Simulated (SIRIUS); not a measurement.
## HfC: equation of state with BLYP

The system is HfC.

```
Hf C
1.0
     0.00000    2.32500    2.32500
     2.32500    0.00000    2.32500
     2.32500    2.32500    0.00000
Hf C
1 1
Direct
  0.50000 0.50000 0.50000
  0.00000 0.00000 0.00000
```

```json
{
  "Program": "SIRIUS 7.12.0",
  "Task": "equation of state",
  "Functional": "BLYP",
  "Potentials or basis": "all-electron FP-LAPW",
  "Cutoff": "249 eV",
  "Basis": "apw+lo standard",
  "k mesh": "10 × 10 × 10",
  "Occupations": "fermi-dirac, width 0.05 eV",
  "Spin": "no spin polarisation",
  "Muffin tin radii": "C 1.59, Hf 2.64 bohr",
  "Basis cutoff (gk_cutoff)": "4.28 1/bohr",
  "Cutoff of density and potential (pw_cutoff)": "22 1/bohr",
  "lmax of the basis": "13",
  "lmax of density and potential": "8",
  "Valence relativity": "iora",
  "Core states": "C 1s, Hf 1s2s2p3s3p3d4s4p4d",
  "Local orbitals (radial functions)": "C 10, Hf 17",
  "Smallest sphere radius times basis cutoff": "6.81"
}
```

| Property | Result |
| --- | --- |
| Equilibrium volume | 12.99 Å³/atom |
| Bulk modulus | 219 GPa |
| Pressure derivative of the bulk modulus | 4.0 (rough: it moves with the points fitted) |

Energy against volume, from the lowest point:
```tsv
volume (Å³/atom)	energy (meV/atom)
11.814	84.25
12.065	50.09
12.819	1.14
13.071	0.00
13.322	5.30
```

All runs of the series together: 9 min on 1 thread of Arm Neoverse V1, on a shared host.

The run has no spin-orbit coupling, so splittings on Hf are missing. Zero-point motion and thermal expansion aren't in these numbers.
